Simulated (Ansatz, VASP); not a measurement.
**HfSiO4 (HfSiO4 (I4_1/amd)): VASP beside Ansatz**

One calculation is typed for both programs; each brings its own data sets. How far apart do they land? The cell is taken from a series of runs on this material, whose earlier steps may have relaxed, scaled, displaced or heated it; both programs get it as it stands.

Program: Ansatz 0.2.0. Level of theory: plane waves, with VASP 6.6.1 beside it; single point at PBEsol. Results are calculated unless marked as measured.

## (1) The starting structure

The cell holds 96 atoms: 16 Hf, 16 Si and 64 O. Cell: a = 11.056 Å, b = 11.056 Å, c = 11.056 Å, α = 106.9°, β = 106.9°, γ = 114.7°.

## (2) VASP: single point, PBEsol

With cell and atoms fixed, the geometry can't cause a difference; cores, projectors, grids and the points listed under the comparison can.

Lines of VASP's logs that name or quote its potential files are left out, and so is its time.

Contents of INCAR:

```
SYSTEM = HfSiO4
PREC = Accurate
ENCUT = 520
EDIFF = 1E-06
NELM = 120
ISMEAR = -1
SIGMA = 0.01
LREAL = Auto
ALGO = Normal
GGA = PS
NBANDS = 376
LASPH = .TRUE.
LORBIT = 11
LWAVE = .FALSE.
LCHARG = .FALSE.
ISIF = 2
GGA_COMPAT = .FALSE.
EFERMI = MIDGAP
NCORE = 2
```

Contents of POSCAR:

```
HfSiO4
1.0
   -6.5820232000      6.5820232000      5.9661339200
    6.5820232000     -6.5820232000      5.9661339200
    6.5820232000      6.5820232000     -5.9661339200
Hf Si O
16 16 64
Direct
    1.0000000000      1.0000000000      0.0000000000
    0.3750000000      0.1250000000      0.2500000000
    1.0000000000      1.0000000000      0.5000000000
    0.3750000000      0.1250000000      0.7500000000
    1.0000000000      0.5000000000      0.0000000000
    0.3750000000      0.6250000000      0.2500000000
    1.0000000000      0.5000000000      0.5000000000
    0.3750000000      0.6250000000      0.7500000000
    0.5000000000      1.0000000000      0.0000000000
    0.8750000000      0.1250000000      0.2500000000
    0.5000000000      1.0000000000      0.5000000000
    0.8750000000      0.1250000000      0.7500000000
    0.5000000000      0.5000000000      0.0000000000
    0.8750000000      0.6250000000      0.2500000000
    0.5000000000      0.5000000000      0.5000000000
    0.8750000000      0.6250000000      0.7500000000
    0.1250000000      0.3750000000      0.2500000000
    0.2500000000      0.2500000000      0.0000000000
    0.1250000000      0.3750000000      0.7500000000
    0.2500000000      0.2500000000      0.5000000000
    0.1250000000      0.8750000000      0.2500000000
    0.2500000000      0.7500000000      0.0000000000
    0.1250000000      0.8750000000      0.7500000000
    0.2500000000      0.7500000000      0.5000000000
    0.6250000000      0.3750000000      0.2500000000
    0.7500000000      0.2500000000      0.0000000000
    0.6250000000      0.3750000000      0.7500000000
    0.7500000000      0.2500000000      0.5000000000
    0.6250000000      0.8750000000      0.2500000000
    0.7500000000      0.7500000000      0.0000000000
[... 60 atom lines left out ...]
    0.5340625000      0.6916650000      0.6576025000
    0.7514600000      0.6590625000      0.5923975000
    0.8409375000      0.7485400000      0.9076025000
    0.8083350000      0.9659375000      0.8423975000
    0.6235400000      0.9659375000      0.6576025000
    0.8409375000      0.9333350000      0.5923975000
```

Contents of KPOINTS:

```
Automatic mesh
0
Gamma
1 1 1
0 0 0
```

The projector-augmented-wave data sets are Hf_pv, Si and O (PBE family, release 64).

On the command line:

```
$ mpirun -np 8 vasp_gam
```

Numbers of over 12 decimals in the logs are rounded to 6 here.

Output:

```text
[banner, memory and clock lines left out]
running    8 mpi-ranks, on    1 nodes
[...]
|                                                                             |
|               ----> ADVICE to this user running VASP <----                  |
|                                                                             |
|     You enforced a specific xc type in the INCAR file but a different       |
|     [... a line on the potential file left out ...]
|     I HOPE YOU KNOW WHAT YOU ARE DOING!                                     |
|                                                                             |

 LDA part: xc-table for (Slater+PW92), standard interpolation
 POSCAR, INCAR and KPOINTS ok, starting setup
[...]
entering main loop
       N       E                     dE             d eps       ncg     rms          rms(c)
DAV:   1     0.584243640402E+04    0.58424E+04   -0.39293E+05   768   0.168E+03
DAV:   2    -0.529430268044E+03   -0.63719E+04   -0.61189E+04   944   0.438E+02
DAV:   3    -0.101984087177E+04   -0.49041E+03   -0.48717E+03   880   0.118E+02
DAV:   4    -0.103038387721E+04   -0.10543E+02   -0.10499E+02   896   0.187E+01
[...]
DAV:  14    -0.907306189176E+03    0.10565E-05   -0.15981E-05   896   0.744E-03    0.279E-02
DAV:  15    -0.907306191244E+03   -0.20685E-05   -0.48830E-06   720   0.447E-03    0.123E-02
DAV:  16    -0.907306191163E+03    0.80850E-07   -0.57068E-07   472   0.147E-03
   1 F= -.90730619E+03 E0= -.90730619E+03  d E =0.000000E+00
```

OUTCAR, selected parts (step 2):

```text
  FREE ENERGIE OF THE ION-ELECTRON SYSTEM (eV)
  ---------------------------------------------------
  free  energy   TOTEN  =      -907.3061911634 eV

  energy  without entropy=     -907.3061911634  energy(sigma->0) =     -907.30619116
```

The run ends at a pressure of -1.30 GPa, with forces up to 0.21 eV/Å.

## (3) Ansatz: single point, PBEsol

Ansatz runs on its default PAW (the set named soft_2) files.

The same cell, functional, mesh and smearing now go to Ansatz.

Contents of input.yaml:

```yaml
crystal:
  lattice:
    - [-6.5820232, 6.5820232, 5.96613392]
    - [6.5820232, -6.5820232, 5.96613392]
    - [6.5820232, 6.5820232, -5.96613392]
  atoms:
    - { symbol: Hf, position: [0.0, 0.0, 0.0] }
    - { symbol: Hf, position: [0.375, 0.125, 0.25] }
    - { symbol: Si, position: [0.125, 0.375, 0.25] }
    - { symbol: Si, position: [0.25, 0.25, 0.0] }
    - { symbol: O, position: [0.0666665, 0.1590625, 0.407604] }
    - { symbol: O, position: [0.0340625, 0.3764585, 0.342396] }
    - { symbol: O, position: [0.0340625, 0.1916665, 0.157604] }
    - { symbol: O, position: [0.2514585, 0.1590625, 0.092396] }
    - { symbol: O, position: [0.3409375, 0.2485415, 0.407604] }
    - { symbol: O, position: [0.3083335, 0.4659375, 0.342396] }
    - { symbol: O, position: [0.1235415, 0.4659375, 0.157604] }
    - { symbol: O, position: [0.3409375, 0.4333335, 0.092396] }
    - { symbol: Hf, position: [2.775557561563e-17, 2.775557561563e-17, 0.5] }
    - { symbol: Hf, position: [0.375, 0.125, 0.75] }
    - { symbol: Si, position: [0.125, 0.375, 0.75] }
    - { symbol: Si, position: [0.25, 0.25, 0.5] }
    - { symbol: O, position: [0.0666665, 0.1590625, 0.907604] }
    - { symbol: O, position: [0.0340625, 0.3764585, 0.842396] }
    - { symbol: O, position: [0.0340625, 0.1916665, 0.657604] }
    - { symbol: O, position: [0.2514585, 0.1590625, 0.592396] }
    - { symbol: O, position: [0.3409375, 0.2485415, 0.907604] }
    - { symbol: O, position: [0.3083335, 0.4659375, 0.842396] }
    - { symbol: O, position: [0.1235415, 0.4659375, 0.657604] }
    - { symbol: O, position: [0.3409375, 0.4333335, 0.592396] }
    - { symbol: Hf, position: [-2.775557561563e-17, 0.5, 0.0] }
    - { symbol: Hf, position: [0.375, 0.625, 0.25] }
    - { symbol: Si, position: [0.125, 0.875, 0.25] }
    - { symbol: Si, position: [0.25, 0.75, 0.0] }
    - { symbol: O, position: [0.0666665, 0.6590625, 0.407604] }
    - { symbol: O, position: [0.0340625, 0.8764585, 0.342396] }
[... 60 atom lines left out ...]
    - { symbol: O, position: [0.5340625, 0.6916665, 0.657604] }
    - { symbol: O, position: [0.7514585, 0.6590625, 0.592396] }
    - { symbol: O, position: [0.8409375, 0.7485415, 0.907604] }
    - { symbol: O, position: [0.8083335, 0.9659375, 0.842396] }
    - { symbol: O, position: [0.6235415, 0.9659375, 0.657604] }
    - { symbol: O, position: [0.8409375, 0.9333335, 0.592396] }
basis:
  ecutwfc: 420.0
  ecutrho_ratio: 4
  xc_grid: 2
  fft_grid_basis: typed
  precision: f64
kpoints:
  mp_grid: { grid: [1, 1, 1] }
hamiltonian:
  xc: pbesol
  pseudopotentials: { kind: paw }
scf:
  max_iter: 60
  self_checks: high
  occupations: { method: fermi_dirac, width: 0.01 }
output:
  forces: true
checkpoint:
  write: "../host.semi.run"
  compress: false
  write_wavefunctions: true
  write_every: 100000
```

On the command line:

```
$ ansatz run input.yaml --threads 32 --pin off --max-ram 131891MiB --backend cuda --events-out ev --progress --plain --runs-dir out
```

Output:

```text
Engine: ansatz 0.2.0, aarch64-unknown-linux-gnu
Pseudopotentials: kind: paw
Pseudopotential: Hf, paw, valence charge 26, recommended cutoff 420 eV (normal), Hf.paw.azcp
Pseudopotential: Si, paw, valence charge 4, recommended cutoff 420 eV (normal), Si.paw.azcp
Pseudopotential: O, paw, valence charge 6, recommended cutoff 420 eV (normal), O.paw.azcp
Functional definition: PBEsol
  exchange = pbesol_x
  correlation = pbesol_c
device memory: the entry about to start is reckoned to put 3.6 GiB on a device that reports 183.5 GiB free
GPU FFT provider: cuFFT
GPU libraries: cuBLAS 13.8.1, cuFFT 12.4.0, cuSOLVER 12.3.2
Crystal: 96 atoms, lattice volume = 1033.884 Å³
Basis set: ecut = 420 eV, 20191 PW (Γ), exchange–correlation on 150×150×150 points (8 copies of the dense FFT grid, shifted against one another)
Bands: 528, of which v1, the nominal top of the filled ones, is band 432 counted from 1 (431 counted from 0)
Symmetry: 128 space group operations
Space group: I41/amd (ITA 141), of the structure as read, at distance tolerance 1.0e-4 Å
k-points: 1
Non-local potential: Hf, projectors of the file, l = 0: 3, l = 1: 2, l = 2: 2, l = 3: 3
Non-local potential: Si, projectors of the file, l = 0: 2, l = 1: 2, l = 2: 2
Non-local potential: O, projectors of the file, l = 0: 2, l = 1: 2, l = 2: 1
PAW form: soft (Blöchl's): semilocal exchange-correlation on the pseudo side does not see the compensation charge
PAW frozen core: Hf, regenerated for the run's functional, and the local potential with it (the file was generated under x = pbe(κ = 0.804, μ = 0.219515), c = pbe(β = 0.066725))
PAW frozen core: Si, regenerated for the run's functional, and the local potential with it (the file was generated under x = pbe(κ = 0.804, μ = 0.219515), c = pbe(β = 0.066725))
PAW frozen core: O, regenerated for the run's functional, and the local potential with it (the file was generated under x = pbe(κ = 0.804, μ = 0.219515), c = pbe(β = 0.066725))
PAW one-centre angular grid: Hf, 590 points (default); XC on 64 Gauss nodes
PAW one-centre angular grid: Si, 110 points (default); XC on 64 Gauss nodes
PAW one-centre angular grid: O, 110 points (default); XC on 64 Gauss nodes
Initial density: superposition of atomic densities (neutral atoms: chi_scale 0, normalization atom), corrected by the library's trained network
Initial wavefunctions: pseudopotential atomic-orbital guess
GPU buffer pool allocated for 421875 grid points (all kernels)
GPU transforms: local potential and band sums: pruned to the plane-wave sphere, on 75×75×75
Functional: x = pbesol(κ = 0.804, μ = 0.123457), c = pbesol(β = 0.046)
SCF iter   1: F=—  HF=-295554.355288 eV  |Δ(HF+E_count)|=         —  Δρ=1.66e-2  dr2=2.32e0  Hψ=2022
preconditioner: auto → Resta (q_TF=auto, 2.648 Å⁻¹)  ε∞=4.6  [insulator: Δε(μ)=5.138 eV  Ē_g=17.487 eV  σ=0.010 eV  W_gap=1.00  n_scr=328 (ndim 8)  ℏωp=33.3 eV  f_vac=0.044  D(μ)=0.00/eV (n_scr^D=0)  ε∞_Penn≈4.6]
SCF iter   2: F=—  HF=-295553.740851 eV  |Δ(HF+E_count)|=   6.14e-1  Δρ=2.35e-3  dr2=2.35e-2  Hψ=962
SCF iter   3: F=—  HF=-295553.742376 eV  |Δ(HF+E_count)|=   1.52e-3  Δρ=1.23e-3  dr2=9.11e-3  Hψ=810
SCF iter   4: F=—  HF=-295553.745774 eV  |Δ(HF+E_count)|=   3.40e-3  Δρ=6.10e-4  dr2=2.43e-3  Hψ=890
SCF iter   5: F=—  HF=-295553.744674 eV  |Δ(HF+E_count)|=   1.10e-3  Δρ=1.63e-4  dr2=1.96e-4  Hψ=685
SCF iter   6: F=—  HF=-295553.744718 eV  |Δ(HF+E_count)|=   4.41e-5  Δρ=2.78e-5  dr2=7.95e-6  Hψ=811
SCF iter   7: F=—  HF=-295553.744721 eV  |Δ(HF+E_count)|=   2.35e-6  Δρ=4.43e-6  dr2=2.39e-7  Hψ=877
SCF iter   8: F=-295553.744721 eV  HF=-295553.744721 eV  |Δ(HF+E_count)|=   1.42e-7  Δρ=1.11e-6  dr2=1.47e-8  Hψ=2458
SCF 1 converged in 8 iterations: F = -295553.744721 eV  dr2 = 1.47e-8
  greatest PAW one-centre occupation: 0.999 electrons in one spin orbital (limit 2), on the Hf atom at site 84 (counted from 0), in its partial waves of l = 3
device memory: the entry about to start is reckoned to put 3.9 GiB (of the 4.2 GiB reckoned in all, the device holds 0.3 GiB already) on a device that reports 183.2 GiB free
NSCF: frozen V_eff on 1 k-points
the band table was solved once the SCF had ended and its energy, with any forces and stress, was formed, with the checks that follow a solve (1824 applications of the Hamiltonian). They found nothing against the state; the energy, forces and stress were not computed again (output.eigenvalues in the input reference)
SCF converged after 8 iterations
Free energy (F): -295553.744721 eV
Harris-Foulkes:  -295553.744721 eV  (|F-HF|=2.56e-9)
Internal energy: -295553.744721 eV  (E = F + TS)
E sigma→0 (E₀):  -295553.744721 eV
Fermi energy:    12.585601 eV
--- Per-component energies (eV) ---
  E_band       = -1755.960056
  E_kinetic    = 18744.165717
  E_local      = -128007.823203  (includes V_loc(G=0)·N_el)
  E_nonlocal   = -16309.689438
  E_hartree    = 57215.525969
  E_xc         = -10325.461063
  E_vxc        = -11023.079894  (∫ρ·V_xc dr)
  E_paw        = -126666.035232  (= ΣΔE_a)
  E_vpaw       = 20409.239713  (= ΣTr[D̂ρ^β])
  E_aug_tail   = 0.159748  (compensation charges beyond the density's cutoff)
  E_ewald      = -90227.368082
  E_core_change = 22.780862  (= ΣΔE_core)
  E_smearing   = -0.000000  (= −TS)
  E_closure    = 0.000000  (closes the sum)
  Σ components = -295553.744721   (vs F -295553.744721, Δ=0.00e0)
--- Forces (eV/Å), atoms counted from 1 ---
  atom   1  Hf    -0.00000000     0.00000000     0.00000000
  atom   2  Hf     0.00000000    -0.00000000    -0.00000000
  atom   3  Si    -0.00000000     0.00000000     0.00000000
  atom   4  Si     0.00000000    -0.00000000    -0.00000000
  atom   5  O      0.00000000     0.00704273     0.01387112
  atom   6  O     -0.00704273    -0.00000000     0.01387112
  [... 90 more lines of this table ...]
  max |Σ_I F_I| component: 2.03e-16 eV/Å
--- Band table (eV) ---
  k-point 0: bands = ["-50.3412", "-50.3390", "-50.3390", "-50.3390", "-50.3390", "-50.3368", "-50.3368", "-50.3368", "-50.3368", "-50.3368", "-50.3368", "-50.3346", "-50.3346", "-50.3346", "-50.3346"
```

Reading the cycles: dr2 is the Hartree energy of the density residual (eV), the measure of convergence; HF is the Harris–Foulkes estimate of the energy, which meets the free energy F at convergence.

## (4) Side by side

Known differences besides the potentials themselves: the data sets hold 864 valence electrons in Ansatz (on its default PAW (the set named soft_2) files) and 608 in VASP; the cutoff is 420 eV in Ansatz and 520 eV in VASP (PREC = Accurate, projectors in real space); Ansatz makes its cores anew for this functional, VASP keeps those of its PBE data sets. Total energies have different zeros and are not compared.

Compared:

| quantity | Ansatz | VASP | difference |
| --- | --- | --- | --- |
| gap on the k mesh (eV) | 5.380 | 5.334 | +0.046 |

Forces on 7 of the 96 atoms, those with the largest forces and the largest differences (eV/Å; atoms numbered as in POSCAR):

| atom | Ansatz x, y, z | VASP x, y, z |
| --- | --- | --- |
| O58 | -0.007, 0.000, 0.014 | 0.149, 0.000, -0.147 |
| O59 | 0.007, 0.000, 0.014 | -0.149, 0.000, -0.147 |
| O60 | 0.000, -0.007, 0.014 | 0.000, 0.149, -0.147 |
| O61 | 0.007, 0.000, -0.014 | -0.149, 0.000, 0.147 |
| O62 | 0.000, -0.007, -0.014 | 0.000, 0.149, 0.147 |
| O63 | 0.000, 0.007, -0.014 | 0.000, -0.149, 0.147 |
| O64 | -0.007, 0.000, -0.014 | 0.149, 0.000, 0.147 |

The forces differ by 106 meV/Å r.m.s., where the r.m.s. force is 0.007 eV/Å in Ansatz and 0.099 eV/Å in VASP: the atoms lie near their places of rest in Ansatz, so a percentage would say little (all taken over all components). A gap on the mesh is an upper bound, since the band edges may lie between its points; neither run holds spin-orbit coupling, which can move the band edges of a compound of Hf.

## (5) Summary of results

```
r.m.s. force difference (single point, PBEsol)         : 106 meV/Å
difference in gap on the k mesh (single point, PBEsol) : 0.046 eV
```

What this shows: The r.m.s. force difference is 106 meV/Å (single point, PBEsol), beyond the 12 meV/Å picked in this series as the mark of a large difference. The data sets hold unlike numbers of valence electrons (864 in Ansatz and 608 in VASP), so part of the differences comes from the potentials. What causes the difference of the single point, PBEsol pair stays open here. Such differences can come from data sets, numerical settings and the points named under the comparisons, not from the functional's error against experiment.

[Lines on the potential files, build, host, timing and source positions are cut from VASP's logs without a mark.]

[Logs are printed without paths, hosts, clocks, repeated set-up lines and the standing remarks that a program may print on its own settings, such as how far it seeks lower states.]

[Hosts, paths, dates, database ids (printed as entryN), source tags and the programs' standing remarks are cut or masked in the printed files.]
